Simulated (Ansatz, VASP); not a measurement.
## SiC in VASP and in Ansatz

The input INCAR:

```
SYSTEM = SiC
PREC = Accurate ; ENCUT = 520
EDIFF = 1E-6 ; ISMEAR = 0
SIGMA = 0.05 ; LREAL = .False.
LASPH = .True. ; NELM = 80
ALGO = Normal ; ISIF = 2
LWAVE = .False. ; LCHARG = .True.
GGA = PE ; LELF = .True.
LVHAR = .True. ; NBANDS = 11
```

The input KPOINTS:

```
Automatic mesh
0
Gamma
  12 12 12
  0 0 0
```

Contents of POSCAR:

```
SiC
1.0
    0.8500608473      2.6716198057      2.6716198057
    2.6716198057      0.8500608473      2.6716198057
    2.6716198057      2.6716198057      0.8500608473
Si C
1 1
Direct
    0.0000000000      0.0000000000      0.0000000000
    0.7500000000      0.7500000000      0.7500000000
```

Input for Ansatz:

```yaml
crystal:
  lattice:
    - [0.8500608473, 2.6716198057, 2.6716198057]
    - [2.6716198057, 0.8500608473, 2.6716198057]
    - [2.6716198057, 2.6716198057, 0.8500608473]
  atoms:
    - { symbol: Si, position: [0.0, 0.0, 0.0] }
    - { symbol: C, position: [0.75, 0.75, 0.75] }
basis:
  ecutwfc: 420
kpoints:
  mp_grid: { grid: [12, 12, 12] }
hamiltonian:
  xc: pbe
scf:
  occupations: { method: gaussian, width: 0.05 }
output:
  forces: true
  stress: true
  eigenvalues: true
```

Alike in both runs: task single point; functional PBE; k mesh 12 × 12 × 12; occupations gaussian, width 0.05 eV; no spin polarisation.

```csv
,VASP,Ansatz
version,VASP 6.6.1,Ansatz 0.2.0
potentials or method,"VASP PAW PBE potentials, release 64 (Si, C)","scalar-relativistic, plane waves, PAW"
plane-wave cutoff (eV),520,420
valence electrons in the cell,8,8
```

VASP gave:

| Quantity | Value |
| --- | --- |
| gap on the k mesh at the Fermi level (eV) | none |
| rms of the force components (eV/Å) | 0.984 |

Q: What did Ansatz give for the same quantities?

A: gap on the k mesh at the Fermi level (eV): none; rms of the force components (eV/Å): 0.969.

Atom by atom the forces differ by 0.015 eV/Å (rms over components). A gap of «none» marks a metal or a gap that the smearing closes.

Caveats: forces of over 1 eV/Å show positions far from the minimum, so gaps and moduli don't describe the material at rest.
